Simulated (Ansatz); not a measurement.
**TiSi2: biaxial strain in the a-b plane**

Aim: apply biaxial strain in the a-b plane to TiSi2 from -2 to +2 %, where the length and tilt of c and the atoms relax, and follow energy, stress and any gap.

Method: DFT PBE, scalar-relativistic, plane waves, PAW, in Ansatz 0.2.0.

2 further runs of the same task are left out: 2 set aside as unsound or not needed.

## Step 1: The starting structure

It takes space group Cmcm (No. 63, orthorhombic). Conventional cell: a = 3.548 Å, b = 13.561 Å, c = 3.579 Å, α = 90.00°, β = 90.00°, γ = 90.00°. Ti (site symmetry m2m) is surrounded by 10 Si at 2.59 to 2.83 Å. Si (site symmetry m2m) has 2 Si at 2.40 Å and 6 Ti at 2.59 to 2.83 Å as nearest neighbours. Si (site symmetry m2m) has 4 Si at 2.52 Å and 4 Ti at 2.67 to 2.68 Å as nearest neighbours.

Coordinates:

```cif
data_structure
_symmetry_space_group_name_H-M 'P 1'
_symmetry_Int_Tables_number 1
_cell_length_a 3.5476
_cell_length_b 13.5607
_cell_length_c 3.5792
_cell_angle_alpha 90.000
_cell_angle_beta 90.000
_cell_angle_gamma 90.000
_cell_volume 172.19
loop_
_atom_site_label
_atom_site_type_symbol
_atom_site_fract_x
_atom_site_fract_y
_atom_site_fract_z
_atom_site_occupancy
Ti1 Ti 0.50000 0.60318 0.75000 1
Ti2 Ti 0.00000 0.89682 0.25000 1
Ti3 Ti 0.00000 0.10318 0.75000 1
Ti4 Ti 0.50000 0.39682 0.25000 1
Si1 Si 0.50000 0.94085 0.75000 1
Si2 Si 0.00000 0.55915 0.25000 1
Si3 Si 0.00000 0.75017 0.75000 1
Si4 Si 0.50000 0.74983 0.25000 1
Si5 Si 0.00000 0.44085 0.75000 1
Si6 Si 0.50000 0.05915 0.25000 1
Si7 Si 0.50000 0.25017 0.75000 1
Si8 Si 0.00000 0.24983 0.25000 1
```

It goes back to an entry of the Materials Project, which need not be the stable form.

## Step 2: The unstrained reference

input.yaml

```yaml
crystal:
  lattice:
    - [3.5476078553, 0.0, 0.0]
    - [0.0, 13.560685744, 0.0]
    - [0.0, 0.0, 3.5792221406]
  atoms:
    - { symbol: Ti, position: [0.5, 0.6031810518, 0.75] }
    - { symbol: Ti, position: [0.0, 0.8968189482, 0.25] }
    - { symbol: Ti, position: [0.0, 0.1031810518, 0.75] }
    - { symbol: Ti, position: [0.5, 0.3968189482, 0.25] }
    - { symbol: Si, position: [0.5, 0.9408524756, 0.75] }
    - { symbol: Si, position: [0.0, 0.5591475244, 0.25] }
    - { symbol: Si, position: [0.0, 0.7501718638, 0.75] }
    - { symbol: Si, position: [0.5, 0.7498281362, 0.25] }
    - { symbol: Si, position: [0.0, 0.4408524756, 0.75] }
    - { symbol: Si, position: [0.5, 0.0591475244, 0.25] }
    - { symbol: Si, position: [0.5, 0.2501718638, 0.75] }
    - { symbol: Si, position: [0.0, 0.2498281362, 0.25] }
basis:
  ecutwfc: 420
kpoints:
  mp_grid: { grid: [10, 4, 10] }
hamiltonian:
  xc: pbe
scf:
  occupations: { method: gaussian, width: 0.1 }
output:
  forces: true
  stress: true
  eigenvalues: true
```

Started as:

```sh
> ansatz run input.yaml --threads 1 --pin off --max-ram 2560MiB --backend cpu --events-out ev --progress --plain --runs-dir out
```

Further runs follow: the cell strained by -2.0 %; strain +2.0 %.

Q: Predict the outcome of this session. Wanted: (1/V) d²E/dε², innermost pair; strain of the free axis c per applied strain.

**Answer**, as computed:

```
                                    quantity                   value
                         largest energy cost  9.7 meV/atom at -2.0 %
               (1/V) d²E/dε², innermost pair                 511 GPa
strain of the free axis c per applied strain                   -0.51
```

**Reading.** The pair at ±2.0 % gives a curvature of 511 GPa, a rough value of twice the biaxial modulus; so few points cannot test it. The free axis c moves against the applied strain (factor -0.51).
